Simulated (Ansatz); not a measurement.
Input of an Ansatz 0.2.0 run:

The input input.yaml:

```yaml
crystal:
  lattice:
    - [0.0, 3.018, 3.018]
    - [3.018, 0.0, 3.018]
    - [3.018, 3.018, 0.0]
  atoms:
    - { symbol: In, position: [0.0, 0.0, 0.0] }
    - { symbol: As, position: [0.75, 0.75, 0.75] }
hamiltonian:
  xc: pbe
  pseudopotentials: { kind: paw }
kpoints:
  mp_grid: { grid: [8, 8, 8] }
scf:
  occupations: { method: gaussian, width: 0.027 }
output:
  forces: true
  stress: true
  eigenvalues: true
```

Potentials or basis: Ansatz PAW.

Run with:

```console
$ ansatz run input.yaml --threads 2 --pin off --max-ram 5632MiB --backend cpu --events-out ev --progress --plain --runs-dir out
```

Task: Estimate the band gap on the k mesh.

Result: None (metal or under the smearing width).

Task: Predict the pressure.

Result: 4.3 GPa.

Caveat: this crystal is a semiconductor, whose small gap the functional closes, so the metal is an error of the method.

**Experimental background.**

From a printed reference work, data compilation, for a bulk crystal of InAs at 4.2 K: band gap 0.418 eV (direct).

A measured gap of InAs is 0.418 eV (direct; 4.2 K; a printed reference work, data compilation); the calculated 0.00 eV misses it by -0.42 eV. Spin-orbit coupling on As, In is left out. The value is that of PBE on a finite k mesh, which can miss the band edges, without temperature or zero-point motion. Semilocal functionals fall short of measured gaps as a rule.
